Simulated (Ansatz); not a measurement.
Ansatz input file:

```yaml
crystal:
  lattice:
    - [3.8543821067, 0.0, 0.0]
    - [0.0, 4.2673309516, 0.0]
    - [0.0, 0.0, 39.2235240738]
  atoms:
    - { symbol: Ge, position: [0.75, 0.6069329028, 0.1912117837] }
    - { symbol: Se, position: [0.25, 0.0061952201, 0.1980230034] }
    - { symbol: Se, position: [0.75, 0.5061952201, 0.2558002731] }
    - { symbol: Ge, position: [0.25, 0.1069329028, 0.2626114928] }
    - { symbol: Ge, position: [0.75, 0.8930670972, 0.3277559645] }
    - { symbol: Se, position: [0.25, 0.4938047799, 0.3345671843] }
    - { symbol: Se, position: [0.75, 0.9938047799, 0.392344454] }
    - { symbol: Ge, position: [0.25, 0.3930670972, 0.3991556737] }
    - { symbol: Ge, position: [0.75, 0.6069329028, 0.4643001454] }
    - { symbol: Se, position: [0.25, 0.0061952201, 0.4711113652] }
    - { symbol: Se, position: [0.75, 0.5061952201, 0.5288886348] }
    - { symbol: Ge, position: [0.25, 0.1069329028, 0.5356998546] }
    - { symbol: Ge, position: [0.75, 0.8930670972, 0.6008443263] }
    - { symbol: Se, position: [0.25, 0.4938047799, 0.607655546] }
    - { symbol: Se, position: [0.75, 0.9938047799, 0.6654328157] }
    - { symbol: Ge, position: [0.25, 0.3930670972, 0.6722440355] }
    - { symbol: Ge, position: [0.75, 0.6069329028, 0.7373885072] }
    - { symbol: Se, position: [0.25, 0.0061952201, 0.7441997269] }
    - { symbol: Se, position: [0.75, 0.5061952201, 0.8019769966] }
    - { symbol: Ge, position: [0.25, 0.1069329028, 0.8087882163] }
basis:
  ecutwfc: 420
kpoints:
  mp_grid: { grid: [9, 8, 1] }
hamiltonian:
  xc: pbesol
scf:
  occupations: { method: gaussian, width: 0.05 }
output:
  forces: true
  stress: true
  eigenvalues: true
  write_density: true
  write_potential: true
  elf: true
  volumetric_format: npy
efield:
  axis: 3
  dipole_correction: true
  ramp_width: 0.04
```

Run as
```bash
ansatz run input.yaml --threads 2 --pin off --max-ram 5120MiB --backend cpu --events-out ev --progress --plain --runs-dir out
```

The calculation used DFT PBEsol, scalar-relativistic, plane waves, PAW (Ansatz).

From the run's log, abridged (iterations and final results):

```
SCF iter   1: F=—  HF=-96781.338094 eV  |F-HF|=—  |Δ(HF+E_count)|=         —  Δρ=2.14e-3  dr2=1.14e-1  ethr=1.77e-3  p=0.000 e·Å  D=8.79e-14 V/Å  ΔV_dip= 0.00 eV  dr2_dipole=2.46e-11  V_vac-E_F(+/−)=4.23/4.23 eV  ⟨swp⟩=6.0  Hψ=15988  notcnv=0  defer=44
efield: sawtooth ramp at fractional position 0.9800 (placed from the atoms, in the widest stretch of the axis that holds none; the zero of the levels goes with the place), width 0.0400; the density the first Hamiltonian is built on has a dipole p = 0.000 e·Å; the dipole correction subtracts the counter field D = 8.79e-14 V/Å, which shifts the + side's vacuum level by  0.00 eV against the − side's; the planar-averaged density in the ramp window peaks in size at 3.0e-5 e/Å³
SCF iter   2: F=—  HF=-96781.339062 eV  |F-HF|=—  |Δ(HF+E_count)|=   9.69e-4  Δρ=1.57e-3  dr2=3.92e-1  ethr=3.80e-5  p= 0.000 e·Å  D=-1.22e-6 V/Å  ΔV_dip=0.00 eV  dr2_dipole=5.40e-9  V_vac-E_F(+/−)=4.50/4.50 eV  ⟨swp⟩=2.0  Hψ=6432  notcnv=0  defer=599
SCF iter   3: F=—  HF=-96781.319207 eV  |F-HF|=—  |Δ(HF+E_count)|=   1.99e-2  Δρ=9.26e-4  dr2=9.62e-2  ethr=3.80e-5  p=0.000 e·Å  D=4.07e-6 V/Å  ΔV_dip= 0.00 eV  dr2_dipole=1.48e-8  V_vac-E_F(+/−)=4.12/4.12 eV  ⟨swp⟩=2.7  Hψ=6629  notcnv=0  defer=572
SCF iter   4: F=—  HF=-96781.313695 eV  |F-HF|=—  |Δ(HF+E_count)|=   5.51e-3  Δρ=4.69e-4  dr2=8.95e-3  ethr=3.21e-5  p= 0.000 e·Å  D=-8.41e-6 V/Å  ΔV_dip=0.00 eV  dr2_dipole=2.78e-8  V_vac-E_F(+/−)=4.17/4.17 eV  ⟨swp⟩=1.6  Hψ=4918  notcnv=0  defer=550
SCF iter   5: F=—  HF=-96781.313275 eV  |F-HF|=—  |Δ(HF+E_count)|=   4.20e-4  Δρ=2.33e-4  dr2=1.43e-3  ethr=2.98e-6  p=0.000 e·Å  D=1.55e-5 V/Å  ΔV_dip= 0.00 eV  dr2_dipole=1.50e-7  V_vac-E_F(+/−)=4.20/4.20 eV  ⟨swp⟩=2.0  Hψ=4481  notcnv=0  defer=550
SCF iter   6: F=—  HF=-96781.313222 eV  |F-HF|=—  |Δ(HF+E_count)|=   5.32e-5  Δρ=7.63e-5  dr2=3.89e-5  ethr=4.77e-7  p= 0.000 e·Å  D=-3.26e-5 V/Å  ΔV_dip=0.00 eV  dr2_dipole=6.67e-7  V_vac-E_F(+/−)=4.18/4.18 eV  ⟨swp⟩=2.0  Hψ=4584  notcnv=0  defer=550
SCF iter   7: F=—  HF=-96781.312980 eV  |F-HF|=—  |Δ(HF+E_count)|=   2.42e-4  Δρ=2.89e-5  dr2=1.04e-5  ethr=1.30e-8  p=0.000 e·Å  D=1.13e-4 V/Å  ΔV_dip= 0.00 eV  dr2_dipole=8.13e-6  V_vac-E_F(+/−)=4.18/4.18 eV  ⟨swp⟩=2.1  Hψ=5510  notcnv=0  defer=581
SCF iter   8: F=—  HF=-96781.312987 eV  |F-HF|=—  |Δ(HF+E_count)|=   7.30e-6  Δρ=2.18e-5  dr2=4.51e-5  ethr=3.48e-9  p=-0.001 e·Å  D=-3.00e-4 V/Å  ΔV_dip=0.01 eV  dr2_dipole=5.77e-5  V_vac-E_F(+/−)=4.19/4.18 eV  ⟨swp⟩=2.0  Hψ=4659  notcnv=0  defer=581  recentre
SCF iter   9: F=—  HF=-96781.312983 eV  |F-HF|=—  |Δ(HF+E_count)|=   4.23e-6  Δρ=1.09e-5  dr2=9.82e-7  ethr=3.48e-9  p=0.000 e·Å  D=2.82e-5 V/Å  ΔV_dip= 0.00 eV  dr2_dipole=5.22e-7  V_vac-E_F(+/−)=4.18/4.18 eV  ⟨swp⟩=2.0  Hψ=4685  notcnv=0  defer=581
SCF iter  10: F=-96781.312984 eV  HF=-96781.312984 eV  |F-HF|=2.85e-8  |Δ(HF+E_count)|=   6.79e-7  Δρ=3.83e-6  dr2=9.57e-8  ethr=3.33e-11  p=0.000 e·Å  D=2.97e-6 V/Å  ΔV_dip= 0.00 eV  dr2_dipole=2.49e-9  V_vac-E_F(+/−)=4.18/4.18 eV  ⟨swp⟩=14.3  Hψ=34837  notcnv=0
SCF 1 converged in 10 iterations: F = -96781.312984 eV  dr2 = 9.57e-8
WARN: The input density's exchange-correlation potential varies sharply where the density is thin. Do not read a vacuum level from v_tot or v_xc, or from such a field of the output density. On a cell that repeats whose density bears no net charge and no dipole along the vacuum's axis use v_es (v_loc + v_h of the components); under efield.dipole_correction with no amplitude use v_es + v_field, which holds any external_charges[].barrier, or the levels of the report's work_function block, which leave it out; under a non-zero efield.amplitude the vacuum is tilted and has no level; on a cell that repeats and bears such a dipole with no correction it is tilted too, and efield.dipole_correction wit ...
SCF converged after 10 iterations
Free energy (F): -96781.312984 eV
Harris-Foulkes:  -96781.312984 eV  (|F-HF|=2.85e-8)
Internal energy: -96781.312984 eV  (E = F + TS)
E sigma→0 (E₀):  -96781.312984 eV
Fermi energy:    5.127685 eV
Dipole field:    D = -0.000034 V/Å  (p = -0.000123 e·Å, saw-weighted, corrected)
Work function:   Φ+ = 4.1817 eV   Φ− = 4.1803 eV
Levels:          The Fermi level and band energies are counted from a zero that moves with the ramp; work functions are not
--- Per-component energies (eV) ---
  E_band       = -6365.713852
  E_kinetic    = 2282.239218
  E_local      = -379663.936403  (includes V_loc(G=0)·N_el)
  E_nonlocal   = -1766.621454
  E_hartree    = 187636.743185
  E_xc         = -1781.333146
  E_vxc        = -1624.050604  (∫ρ·V_xc dr)
  E_paw        = -38421.948701  (= ΣΔE_a)
  E_vpaw       = -866.773737  (= ΣTr[D̂ρ^β])
  E_aug_tail   = -0.003142  (compensation charges beyond the density's cutoff)
  E_efield     = 0.000000  (sawtooth field / dipole correction)
  E_vefield    = 0.000000  (∫n·V_field dr)
  E_ewald      = 134914.283591
  E_core_change = 19.263867  (= ΣΔE_core)
  E_smearing   =  0.000000  (= −TS)
--- Forces (eV/Å), atoms counted from 1 ---
  atom   1  Ge     0.00000000    -0.06219520     0.34125838
  atom   2  Se     0.00000000     0.04118867    -0.08640692
  atom   3  Se     0.00000000     0.03702627    -0.15393780
  atom   4  Ge     0.00000000    -0.02677802    -0.07953447
  atom   5  Ge     0.00000000    -0.00791394    -0.00664081
  atom   6  Se     0.00000000     0.01974732     0.00150701
  atom   7  Se     0.00000000     0.00157662    -0.00314102
  atom   8  Ge     0.00000000    -0.00341699    -0.00345196
  atom   9  Ge     0.00000000     0.00538561    -0.00344314
  atom  10  Se     0.00000000    -0.00462747     0.00005398
  atom  11  Se     0.00000000    -0.00461472    -0.00011530
  atom  12  Ge     0.00000000     0.00538315     0.00350299
  atom  13  Ge     0.00000000    -0.00341607     0.00345430
  atom  14  Se     0.00000000     0.00157258     0.00315902
  atom  15  Se     0.00000000     0.01975206    -0.00148042
  atom  16  Ge     0.00000000    -0.00791645     0.00659305
  atom  17  Ge     0.00000000    -0.02678107     0.07945964
  atom  18  Se     0.00000000     0.03703947     0.15399923
  atom  19  Se     0.00000000     0.04117354     0.08647463
  atom  20  Ge     0.00000000    -0.06218799    -0.34129891
--- Stress (GPa, compression-positive) ---
       -0.005319       0.000000       0.000000
        0.000000       0.030721      -0.000002
        0.000000      -0.000002      -0.410987
  P = ⅓ Tr σ = -0.1285 GPa (-1.285 kbar)
--- Band table (eV; the first three rows and the last of 25) ---
  k-point 0: bands = ["-42.9342", "-42.9340", "-42.9327", "-42.9323", "-42.9278", "-42.9277", "-42.9262", "-42.9261", "-42.9167", "-42.9166", "-42.9151", "-42.9150", "-42.9034", "-42.9030", "-42.9018", "-42.9016", "-42.8968", "-42.8967", "-42.8959", "-42.8959", "-42.8953", "-42.8952", "-42.8945", "-42.8945", "-42.8919", "-42.8913", "-42.8860", "-42.8860", "-42.8852", "-42.8851", "-42.8843", "-42.8842", "-42.8743", "-42.8742", "-42.8663", "-42.8663", "-42.8635", "-42.8635", "-42.8541", "-42.8541", "-42.7820", "-42.7819", "-42.7803", "-42.7802", "-42.7414", "-42.7413", "-42.7390", "-42.7389", "-42.7259", "-42.7258", "-19.8263", "-19.8222", "-19.8220", "-19.8208", "-19.8194", "-19.8190", "-19.8 ...
  k-point 1: bands = ["-42.9341", "-42.9340", "-42.9326", "-42.9323", "-42.9278", "-42.9277", "-42.9262", "-42.9261", "-42.9167", "-42.9166", "-42.9151", "-42.9150", "-42.9034", "-42.9030", "-42.9018", "-42.9016", "-42.8967", "-42.8967", "-42.8959", "-42.8959", "-42.8953", "-42.8952", "-42.8945", "-42.8945", "-42.8919", "-42.8913", "-42.8860", "-42.8859", "-42.8852", "-42.8851", "-42.8843", "-42.8842", "-42.8743", "-42.8742", "-42.8663", "-42.8663", "-42.8635", "-42.8635", "-42.8541", "-42.8541", "-42.7820", "-42.7819", "-42.7803", "-42.7802", "-42.7414", "-42.7413", "-42.7390", "-42.7389", "-42.7259", "-42.7258", "-19.8261", "-19.8223", "-19.8221", "-19.8211", "-19.8192", "-19.8189", "-19.8 ...
  k-point 2: bands = ["-42.9341", "-42.9340", "-42.9326", "-42.9323", "-42.9278", "-42.9277", "-42.9262", "-42.9261", "-42.9167", "-42.9166", "-42.9151", "-42.9150", "-42.9033", "-42.9030", "-42.9018", "-42.9016", "-42.8967", "-42.8966", "-42.8959", "-42.8959", "-42.8953", "-42.8952", "-42.8945", "-42.8945", "-42.8918", "-42.8914", "-42.8860", "-42.8859", "-42.8852", "-42.8851", "-42.8843", "-42.8842", "-42.8743", "-42.8742", "-42.8663", "-42.8663", "-42.8635", "-42.8635", "-42.8541", "-42.8541", "-42.7820", "-42.7819", "-42.7803", "-42.7802", "-42.7413", "-42.7412", "-42.7390", "-42.7389", "-42.7259", "-42.7258", "-19.8255", "-19.8227", "-19.8223", "-19.8217", "-19.8188", "-19.8186", "-19.8 ...
  k-point 24: bands = ["-42.9342", "-42.9342", "-42.9321", "-42.9320", "-42.9279", "-42.9278", "-42.9258", "-42.9257", "-42.9168", "-42.9168", "-42.9147", "-42.9146", "-42.9032", "-42.9031", "-42.9018", "-42.9018", "-42.8967", "-42.8966", "-42.8960", "-42.8960", "-42.8954", "-42.8953", "-42.8941", "-42.8941", "-42.8915", "-42.8915", "-42.8859", "-42.8859", "-42.8851", "-42.8850", "-42.8843", "-42.8843", "-42.8742", "-42.8741", "-42.8662", "-42.8662", "-42.8636", "-42.8636", "-42.8540", "-42.8540", "-42.7822", "-42.7821", "-42.7799", "-42.7798", "-42.7413", "-42.7412", "-42.7391", "-42.7390", "-42.7258", "-42.7257", "-19.8291", "-19.8291", "-19.8241", "-19.8240", "-19.8183", "-19.8182", "-19. ...
```

The run converged.

The run took 4.7 min on 2 threads of Arm Neoverse V2, with other jobs on the host, peak memory 2.8 GiB.